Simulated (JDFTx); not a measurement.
# InP (F-43m) in JDFTx: notebook, part 2 of 2

JDFTx 1.7.0 (patched build). The steps go on from the part before.

## 3. Single point, BLYP

File InP.in:

```
lattice \
    0.0000000000     5.5378424082     5.5378424082 \
    5.5378424082     0.0000000000     5.5378424082 \
    5.5378424082     5.5378424082     0.0000000000
coords-type Cartesian
ion In     0.0000000000     0.0000000000     0.0000000000 1
ion P      8.3067636123     8.3067636123     8.3067636123 1

ion-species pseudo/In.upf
ion-species pseudo/P.upf
elec-cutoff 35 280
elec-ex-corr gga-x-b88 gga-c-lyp
kpoint-folding 8 8 8
elec-smearing Fermi 0.0018374661
elec-n-bands 15
electronic-SCF nIterations 100 energyDiffThreshold 1e-09
electronic-minimize nIterations 30 energyDiffThreshold 1e-7
converge-empty-states yes
forces-output-coords Cartesian

dump-name run.$VAR
dump End Ecomponents EigStats BandEigs Kpoints Forces Stress ElecDensity
```

Potentials or basis: PseudoDojo-SR-PBE-0.5-standard with smoothed tails.

The run is started by

```sh
jdftx -c 1 -i InP.in -o InP.out
```

Output:

```text
*************** JDFTx 1.7.0 (patched build) ***************

Input parsed successfully to the following command list (including defaults):
[... the input with its defaults ...]

---------- Setting up symmetries ----------

Found 48 point-group symmetries of the bravais lattice
Found 24 space-group symmetries with basis
Applied RMS atom displacement 1.08415e-15 bohrs to make symmetries exact.

---------- Initializing the Grid ----------
R =
[            0      5.53784      5.53784  ]
[      5.53784            0      5.53784  ]
[      5.53784      5.53784            0  ]
unit cell volume = 339.666
G =
[  -0.567295   0.567295   0.567295  ]
[   0.567295  -0.567295   0.567295  ]
[   0.567295   0.567295  -0.567295  ]
Minimum fftbox size, Smin = [  60  60  60  ]
Chosen fftbox size, S = [  60  60  60  ]

---------- Initializing tighter grid for wavefunction operations ----------
R =
[            0      5.53784      5.53784  ]
[      5.53784            0      5.53784  ]
[      5.53784      5.53784            0  ]
unit cell volume = 339.666
G =
[  -0.567295   0.567295   0.567295  ]
[   0.567295  -0.567295   0.567295  ]
[   0.567295   0.567295  -0.567295  ]
Minimum fftbox size, Smin = [  44  44  44  ]
Chosen fftbox size, S = [  48  48  48  ]

---------- Exchange Correlation functional ----------
Initialized LibXC exchange functional 'Becke 88'
Initialized LibXC correlation functional 'Lee, Yang & Parr'

---------- Setting up pseudopotentials ----------
Width of ionic core gaussian charges (only for fluid interactions / plotting) set to 0

Reading pseudopotential file 'pseudo/In.upf':
  'In' pseudopotential, 'PBE' functional
  Generated using ONCVPSP code by D. R. Hamann
  13 valence electrons, 3 orbitals, 6 projectors, 1001 radial grid points, with lMax = 2
    4D    l: 2   occupation: 10.0   eigenvalue: -0.684392
    5S    l: 0   occupation:  2.0   eigenvalue: -0.301765
    5P    l: 1   occupation:  1.0   eigenvalue: -0.092561
  Core radius for overlap checks: 2.17 bohrs.

Reading pseudopotential file 'pseudo/P.upf':
  'P' pseudopotential, 'PBE' functional
  Generated using ONCVPSP code by D. R. Hamann
[... 45 lines left out ...]
	FillingsUpdate:  mu: +0.286177648  nElectrons: 18.000000
SCF: Cycle:  0   F: -63.137725895981220   dF: -3.880e-02   |Residual|: 4.724e-02   |deigs|: 1.520e-01
	FillingsUpdate:  mu: +0.287236247  nElectrons: 18.000000
SCF: Cycle:  1   F: -63.138516451625939   dF: -7.906e-04   |Residual|: 2.743e-02   |deigs|: 8.874e-03
	FillingsUpdate:  mu: +0.290089610  nElectrons: 18.000000
SCF: Cycle:  2   F: -63.138666345616990   dF: -1.499e-04   |Residual|: 4.554e-03   |deigs|: 3.738e-03
	FillingsUpdate:  mu: +0.290477291  nElectrons: 18.000000
SCF: Cycle:  3   F: -63.138681100930405   dF: -1.476e-05   |Residual|: 1.935e-03   |deigs|: 1.499e-03
	FillingsUpdate:  mu: +0.290900516  nElectrons: 18.000000
SCF: Cycle:  4   F: -63.138684372576044   dF: -3.272e-06   |Residual|: 7.301e-04   |deigs|: 6.378e-04
	FillingsUpdate:  mu: +0.290920702  nElectrons: 18.000000
SCF: Cycle:  5   F: -63.138685397466126   dF: -1.025e-06   |Residual|: 2.903e-04   |deigs|: 5.972e-04
	FillingsUpdate:  mu: +0.290986298  nElectrons: 18.000000
SCF: Cycle:  6   F: -63.138685991580125   dF: -5.941e-07   |Residual|: 4.454e-05   |deigs|: 4.296e-04
	FillingsUpdate:  mu: +0.290986763  nElectrons: 18.000000
SCF: Cycle:  7   F: -63.138686248825096   dF: -2.572e-07   |Residual|: 3.436e-05   |deigs|: 3.812e-04
	FillingsUpdate:  mu: +0.290987026  nElectrons: 18.000000
SCF: Cycle:  8   F: -63.138686365977911   dF: -1.172e-07   |Residual|: 1.353e-05   |deigs|: 9.836e-04
	FillingsUpdate:  mu: +0.290986878  nElectrons: 18.000000
SCF: Cycle:  9   F: -63.138686420523356   dF: -5.455e-08   |Residual|: 7.741e-06   |deigs|: 6.547e-04
	FillingsUpdate:  mu: +0.290987776  nElectrons: 18.000000
SCF: Cycle: 10   F: -63.138686440105310   dF: -1.958e-08   |Residual|: 2.175e-06   |deigs|: 2.890e-04
	FillingsUpdate:  mu: +0.290987731  nElectrons: 18.000000
SCF: Cycle: 11   F: -63.138686450464576   dF: -1.036e-08   |Residual|: 1.858e-06   |deigs|: 3.918e-04
	FillingsUpdate:  mu: +0.290987883  nElectrons: 18.000000
SCF: Cycle: 12   F: -63.138686454918002   dF: -4.453e-09   |Residual|: 8.735e-07   |deigs|: 3.329e-04
	FillingsUpdate:  mu: +0.290987909  nElectrons: 18.000000
SCF: Cycle: 13   F: -63.138686456760908   dF: -1.843e-09   |Residual|: 7.939e-07   |deigs|: 6.172e-04
	FillingsUpdate:  mu: +0.290987961  nElectrons: 18.000000
SCF: Cycle: 14   F: -63.138686457603676   dF: -8.428e-10   |Residual|: 4.855e-07   |deigs|: 2.442e-04
	FillingsUpdate:  mu: +0.290988032  nElectrons: 18.000000
SCF: Cycle: 15   F: -63.138686457899183   dF: -2.955e-10   |Residual|: 1.975e-07   |deigs|: 1.319e-04
SCF: Converged (|Delta E|<1.000000e-09 for 2 iters).

Setting wave functions to eigenvectors of Hamiltonian
Converging empty states (this may take a while):
EmptyStates: None of the convergence criteria satisfied.
|deigs|: 6.146e-04

# Stress tensor in Cartesian coordinates [Eh/a0^3]:
[ -0.000232995            0            0  ]
[            0 -0.000232995            0  ]
[            0            0 -0.000232995  ]

# Ionic positions in cartesian coordinates:
ion In  -0.000000000000000  -0.000000000000001  -0.000000000000001 1
ion P   8.306763612299999   8.306763612299999   8.306763612299999 1

# Forces in Cartesian coordinates:
force In  -0.000000000000000   0.000000000000000  -0.000000000000000 1
force P  -0.000000000000000  -0.000000000000000  -0.000000000000000 1

# Energy components:
   Eewald =      -44.8602020983078873
       EH =       18.4417696513184488
     Eloc =      -55.4723629642897933
      Enl =      -13.7396515442967662
      Exc =      -21.8936727058981297
 Exc_core =       10.0332425651704291
       KE =       44.3521910119389773
-------------------------------------
     Etot =      -63.1386860843647142
       TS =        0.0000003735344703
-------------------------------------
        F =      -63.1386864578991833

IonicMinimize: Iter:   0  F: -63.138686457899183  |grad|_K:  2.287e-35
IonicMinimize: Converged (|grad|_K<1.000000e-04).

#--- Lowdin population analysis ---
# oxidation-state In +0.322
# oxidation-state P -0.284

Dumping 'run.eigStats' ...
	eMin: -0.254274 at state 20 ( [ +0.000000 +0.500000 +0.500000 ] spin 0 )
	HOMO: +0.278260 at state 0 ( [ +0.000000 +0.000000 +0.000000 ] spin 0 )
	mu  : +0.290988
	LUMO: +0.301409 at state 0 ( [ +0.000000 +0.000000 +0.000000 ] spin 0 )
	eMax: +0.698177 at state 24 ( [ +0.125000 +0.375000 +0.500000 ] spin 0 )
	HOMO-LUMO gap: +0.023148
	Optical gap  : +0.023148 at state 0 ( [ +0.000000 +0.000000 +0.000000 ] spin 0 )
WARNING: the last solve of the electrons (or of bands or displaced states from it) ended unconverged.
Done!
```

Run time: 2.4 min. Hardware: 1 thread of Arm Neoverse V1, shared host; peak memory 0.13 GiB.

What came out:

| Item | Value |
| --- | --- |
| Free energy | -1718.0912 eV |
| Pressure | 6.9 GPa |
| Band gap on the k mesh | 0.63 eV, direct |
| Loewdin charges | In +0.32; P -0.28 e |

Caveat: the empty levels aren't tightly converged; the potentials were made for another functional, which shifts forces and pressure; spin-orbit coupling is left out, which moves the levels of the heavy elements.

## 4. Single point, LDA

Changes to InP.in since step 3:

```diff
@@ -11,3 +11,3 @@
 elec-cutoff 35 280
-elec-ex-corr gga-x-b88 gga-c-lyp
+elec-ex-corr lda-PW
 kpoint-folding 8 8 8
```

Potentials or basis: PseudoDojo-SR-LDA-0.4.1-standard with smoothed tails.

The run is started by

```sh
jdftx -c 1 -i InP.in -o InP.out
```

It took 2.3 min on 1 thread of Arm Neoverse V1, shared host; peak memory 0.13 GiB.

It converged, with:

```yaml
Free_energy: -1725.4224 eV
Pressure: -1.3 GPa
Band_gap_on_the_k_mesh: 0.49 eV, direct
Loewdin_charges: In +0.27; P -0.23 e
```

Levels at points of the mesh, in eV from the valence-band top:
```
           k point  band 7  band 8  band 9  band 10  band 11
(0.00, 0.00, 0.00)    0.00    0.00    0.00     0.49     3.97
(0.00, 0.00, 0.50)   -5.84   -0.99   -0.99     1.31     4.70
(0.00, 0.50, 0.50)   -5.88   -2.36   -2.36     1.61     2.12
```

Caveat: the empty levels aren't tightly converged; spin-orbit coupling is left out, which moves the levels of the heavy elements.

## 5. Single point, PBE

File InP.in:

```
lattice \
    0.0000000000     5.5378424082     5.5378424082 \
    5.5378424082     0.0000000000     5.5378424082 \
    5.5378424082     5.5378424082     0.0000000000
coords-type Lattice
ion In     0.0000000000     0.0000000000     0.0000000000 1
ion P      0.7500000000     0.7500000000     0.7500000000 1

ion-species pseudo/In.upf
ion-species pseudo/P.upf
elec-cutoff 35 280
elec-ex-corr gga-PBE
kpoint-folding 8 8 8
elec-smearing Fermi 0.0018374661
elec-n-bands 15
electronic-SCF nIterations 100 energyDiffThreshold 1e-09
electronic-minimize nIterations 30 energyDiffThreshold 1e-7
converge-empty-states yes
forces-output-coords Cartesian

dump-name run.$VAR
dump End Ecomponents EigStats BandEigs Kpoints Forces Stress ElecDensity Dtot KEdensity
```

Potentials or basis: PseudoDojo-SR-PBE-0.5-standard with smoothed tails.

The run is started by

```sh
jdftx -c 1 -i InP.in -o InP.out
```

Run time: 2.6 min. Hardware: 1 thread of Arm Neoverse V1, shared host; peak memory 0.13 GiB.

The run converged. Its results:

* Free energy: -1722.2099 eV
* Pressure: 3.4 GPa
* Band gap on the k mesh: 0.71 eV, direct
* Loewdin charges: In +0.33; P -0.29 e

Levels at points of the mesh, in eV from the valence-band top:
| k point | band 5 | band 6 | band 7 | band 8 | band 9 | band 10 | band 11 |
| --- | --- | --- | --- | --- | --- | --- | --- |
| (0.00, 0.00, 0.00) | -14.09 | -11.52 | 0.00 | 0.00 | 0.00 | 0.71 | 4.09 |
| (0.00, 0.00, 0.50) | -14.08 | -9.80 | -5.73 | -0.97 | -0.97 | 1.50 | 4.81 |
| (0.00, 0.50, 0.50) | -14.06 | -9.15 | -5.75 | -2.32 | -2.32 | 1.76 | 2.27 |

Caveat: the empty levels aren't tightly converged; spin-orbit coupling is left out, which moves the levels of the heavy elements.

## 6. Overview

```tsv
level	potentials or basis	gap on the mesh (eV)	pressure (GPa)
revPBE	PseudoDojo-SR-PBE-0.5-standard with smoothed tails	0.80	4.6
BLYP	PseudoDojo-SR-PBE-0.5-standard with smoothed tails	0.63	6.9
LDA	PseudoDojo-SR-LDA-0.4.1-standard with smoothed tails	0.49	-1.3
PBE	PseudoDojo-SR-PBE-0.5-standard with smoothed tails	0.71	3.4
```

Alike in all rows: task single point; no spin polarisation; cell as given; k mesh 8 × 8 × 8; cutoff (eV) 952; smearing fermi-dirac 0.05 eV.

Caveats: the empty levels aren't tightly converged; spin-orbit coupling is left out, which moves the levels of the heavy elements; the potentials were made for another functional, which shifts forces and pressure (some runs).

Total energies depend on the potentials used, so only differences within one code and one set of settings carry meaning.

## 7. Comparison with measurements

Step 2. Against the measured gap of InP, 1.4236 eV (direct; 1.6 K; a printed reference work, data compilation), the calculated 0.80 eV is off by -0.62 eV. Spin-orbit coupling on In is left out. The value is that of revPBE, without temperature or zero-point motion. Semilocal functionals fall short of measured gaps as a rule.

Step 3. Measured gap of InP: 1.4236 eV (direct; 1.6 K; a printed reference work, data compilation). This calculation gives 0.63 eV (-0.79 eV). Spin-orbit coupling on In is left out. The value is that of BLYP, without temperature or zero-point motion. Semilocal functionals fall short of measured gaps as a rule.

Step 4. Measured gap of InP: 1.4236 eV (direct; 1.6 K; a printed reference work, data compilation). This calculation gives 0.49 eV (-0.94 eV). Spin-orbit coupling on In is left out. The value is that of LDA, without temperature or zero-point motion. Semilocal functionals fall short of measured gaps as a rule.

Step 5. A measured gap of InP is 1.4236 eV (direct; 1.6 K; a printed reference work, data compilation); the calculated 0.71 eV misses it by -0.71 eV. Spin-orbit coupling on In is left out. The value is that of PBE, without temperature or zero-point motion. Semilocal functionals fall short of measured gaps as a rule.
